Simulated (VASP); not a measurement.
BP:

```xyz
2
Lattice="0.0000 2.2661 2.2661 2.2661 0.0000 2.2661 2.2661 2.2661 0.0000" Properties=species:S:1:pos:R:3 pbc="T T T"
B     0.0000    0.0000    0.0000
P     3.3991    3.3991    3.3991
```

The cell is a database's computed one.

```yaml
Program: VASP 6.6.1
Task: relaxation of cell and atoms
Functional: LDA
Potentials_or_basis: VASP PAW LDA potentials, release 64 (B, P)
Cutoff: 600 eV
k_mesh: 10 × 10 × 10
Occupations: gaussian, width 0.02 eV
Spin: no spin polarisation
```

At the start: pressure -4.7 GPa; volume 11.64 Å³/atom.

Question: How do energy, volume and symmetry change on relaxing?

Answer: Over 3 steps the energy falls by 4.9 meV/atom and the volume is 11.31 Å³/atom (-2.8 %); space group F-43m (No. 216, to 0.05 Å).

Step by step:
```
step  energy change (eV)  largest force (eV/Å)  pressure (GPa)  volume (Å³)
   1              0.0000                0.0000           -4.71        23.27
   2             -0.0039                0.0000            3.96        22.14
   3             -0.0098                0.0000           -0.01        22.63
```

Final structure:
```cif
data_structure
_symmetry_space_group_name_H-M 'P 1'
_symmetry_Int_Tables_number 1
_cell_length_a 3.1747
_cell_length_b 3.1747
_cell_length_c 3.1747
_cell_angle_alpha 60.000
_cell_angle_beta 60.000
_cell_angle_gamma 60.000
_cell_volume 22.63
loop_
_atom_site_label
_atom_site_type_symbol
_atom_site_fract_x
_atom_site_fract_y
_atom_site_fract_z
_atom_site_occupancy
B1 B 0.00000 0.00000 0.00000 1
P1 P 0.75000 0.75000 0.75000 1
```
